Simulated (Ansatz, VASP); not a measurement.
# ZnS: VASP beside Ansatz

```
Zn S
1.0
     0.00000    2.72148    2.72148
     2.72148    0.00000    2.72148
     2.72148    2.72148    0.00000
Zn S
1 1
Direct
  0.25000 0.25000 0.25000
  0.00000 0.00000 0.00000
```

Alike in both runs: functional PBE; k mesh 10 × 10 × 10; occupations gaussian, width 0.02 eV; no spin polarisation.

Ansatz relaxed the structure, and its values are those at the end. VASP's run is a single point on that final structure, the one shown.

|  | VASP | Ansatz |
| --- | --- | --- |
| version | VASP 6.6.1 | Ansatz 0.2.0 |
| potentials or method | VASP PAW PBE potentials, release 64 (Zn, S) | scalar-relativistic, plane waves, PAW |
| plane-wave cutoff (eV) | 520 | 420 |
| valence electrons in the cell | 18 | 18 |

VASP gave:

- gap on the k mesh at the Fermi level (eV): 2.02
- least direct gap on the mesh (eV): 2.02
- pressure (GPa): 0.2

Problem. Which values does Ansatz return?

Solution. gap on the k mesh at the Fermi level (eV): 2.02; least direct gap on the mesh (eV): 2.02; pressure (GPa): 0.0.

With one functional, cell and mesh, what is left measures potentials, basis and numerics.

Expect the measured gap to be larger: semilocal functionals such as PBE lack the derivative discontinuity.
